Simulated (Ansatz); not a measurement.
# HfS2: the cost of one run

Program: the Python package of Ansatz 0.2.0. Level of theory: DFT PBEsol, plane waves, PAW. These are calculated values, not measurements.

### Step 1. The system

Symmetry: P-3m1, No. 164, trigonal system. The conventional cell has a = 3.640 Å, b = 3.640 Å, c = 6.056 Å, α = 90.00°, β = 90.00°, γ = 120.00°. Hf (site symmetry -3m) is surrounded by 6 S at 2.54 Å. S (site symmetry 3m) is surrounded by 3 Hf at 2.54 Å.

No structure file is read: the coordinates are typed or built in the script.

### Step 2. The code

The input, run_dfpt.py:

```python
from pathlib import Path

import ansatz as az
from ase import Atoms
import numpy as np

atoms = Atoms(
    ['Hf', 'S', 'S'],
    scaled_positions=[
        (0.0, 0.0, 0.0),
        (2 / 3, 1 / 3, 0.763952),
        (1 / 3, 2 / 3, 0.236048),
    ],
    cell=[
        (3.639664, 0.0, 0.0),
        (-1.819832, 3.152042, 0.0),
        (0.0, 0.0, 6.055562),
    ],
    pbc=True,
)
system = az.Crystal.from_ase(atoms)

job = (
    system.calculation()
    .functional('PBEsol')
    .basis(420)
    .occupations('fixed')
    .kpoints(6, 6, 4)
    .phonons('dfpt')
)
outcome = job.run(runs_dir='runs')
ph = outcome.phonons

print('Gamma modes (1/cm):', ' '.join(f'{w:.1f}' for w in ph.gamma_omega_inv_cm))
print('in meV:', ' '.join(f'{w * 0.1239842:.2f}' for w in ph.gamma_omega_inv_cm))
```

### Step 3. Running it

Launch:

```console
python run_dfpt.py
```

**Question.** How long does this script take on 1 thread of Arm Neoverse V1, shared host, and how much memory does it need?

About 44 s, with a peak of 0.61 GiB.
